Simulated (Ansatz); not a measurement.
The system is TiO2.

```xyz
12
Lattice="4.8127 0.0000 0.0000 0.0000 4.8719 0.0000 -0.8629 0.0000 4.9666" Properties=species:S:1:pos:R:3 pbc="T T T"
Ti    1.1513    0.2573    1.0586
Ti    3.2300    2.6932    1.4247
Ti    2.7985    4.6146    3.9080
Ti    0.7198    2.1787    3.5419
O    -0.4276    0.8622    4.2293
O     3.9459    3.2981    3.2206
O     4.3774    4.0097    0.7373
O     0.0039    1.5738    1.7460
O     1.7406    3.6911    2.3183
O     2.6406    1.2552    0.1650
O     2.2092    1.1808    2.6483
O     1.3092    3.6167    4.8016
```

The cell comes from a database or a generator and needn't be the stable form of this composition.

```yaml
Program: Ansatz 0.2.0
Task: relaxation of cell and atoms
Functional: PBE
Potentials_or_basis: Ansatz PAW
Cutoff: "420 eV (not typed: the program's choice for these potentials)"
k_mesh: 6 × 6 × 6
Occupations: fermi-dirac, width 0.05 eV
Spin: no spin polarisation
```

At the start: volume 9.70 Å³/atom.

Question: Where does the relaxation end?

Answer: It ends after 10 steps and the volume is 9.96 Å³/atom (+2.7 %); space group P2_1/c (No. 14, to 0.05 Å).

Step by step:
```tsv
step	energy change (eV)	largest force (eV/Å)	volume (Å³)
1	0.0000	0.1221	116.45
2	-0.0180	0.1183	117.90
3	-0.0197	0.0976	118.59
4	-0.0205	0.1244	118.76
5	-0.0228	0.0824	119.17
6	-0.0253	0.0043	119.28
7	-0.0251	0.0022	119.35
8	-0.0420	0.0024	119.35
9	-0.0411	0.0018	119.58
10	-0.0422	0.0017	119.58
```

Final structure:
```
Ti O
1.0
     4.85439    0.00000   -0.01902
     0.00000    4.90497    0.00000
    -0.88999    0.00000    5.02545
Ti O
4 8
Direct
  0.27568 0.05815 0.21739
  0.72432 0.55815 0.28261
  0.72432 0.94185 0.78261
  0.27568 0.44185 0.71739
  0.06075 0.18129 0.85656
  0.93925 0.68129 0.64344
  0.93925 0.81871 0.14344
  0.06075 0.31871 0.35656
  0.44998 0.75865 0.45594
  0.55002 0.25865 0.04406
  0.55002 0.24135 0.54406
  0.44998 0.74135 0.95594
```

Caveat: the plane-wave basis is chosen anew once the cell has moved, so the energies of steps on either side of that aren't comparable; the pressure holds a Pulay correction of +0.8 GPa for the finite cutoff.
